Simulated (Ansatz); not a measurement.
Crystal: BP.

```
P B
1.0
     0.00000    2.26900    2.26900
     2.26900    0.00000    2.26900
     2.26900    2.26900    0.00000
P B
1 1
Direct
  0.75000 0.75000 0.75000
  0.00000 0.00000 0.00000
```

- Program: Ansatz 0.2.0
- Task: relaxation of cell and atoms
- Functional: PBEsol0
- Potentials or basis: Ansatz PAW
- Cutoff: 420 eV (not typed: the program's choice for these potentials)
- k mesh: 5 × 5 × 5
- Occupations: fermi-dirac, width 0.05 eV
- Spin: no spin polarisation

At the start: volume 11.68 Å³/atom.

Q: How do energy, volume and symmetry change on relaxing?

A: It ends after 4 steps and the volume is 11.45 Å³/atom (-2.0 %); space group F-43m (No. 216, to 0.05 Å).

Step by step:
```csv
step,energy change (eV),largest force (eV/Å),volume (Å³)
1,0.0000,0.0000,23.36
2,-0.0042,0.0000,23.10
3,-0.0052,0.0000,22.91
4,-0.0048,0.0000,22.91
```

Final structure:
```
P B
1.0
     0.00000    2.25415    2.25415
     2.25415    0.00000    2.25415
     2.25415    2.25415    0.00000
P B
1 1
Direct
  0.75000 0.75000 0.75000
  0.00000 0.00000 0.00000
```

Caveat: the k mesh is coarse (spacing up to 0.48 Å⁻¹), so the values aren't converged, least of all with exact exchange; the plane-wave basis is chosen anew once the cell has moved, so the energies of steps on either side of that aren't comparable; the PAW data sets come from PBE, with cores solved anew for the run's functional, which leaves a small shift of forces and pressure.
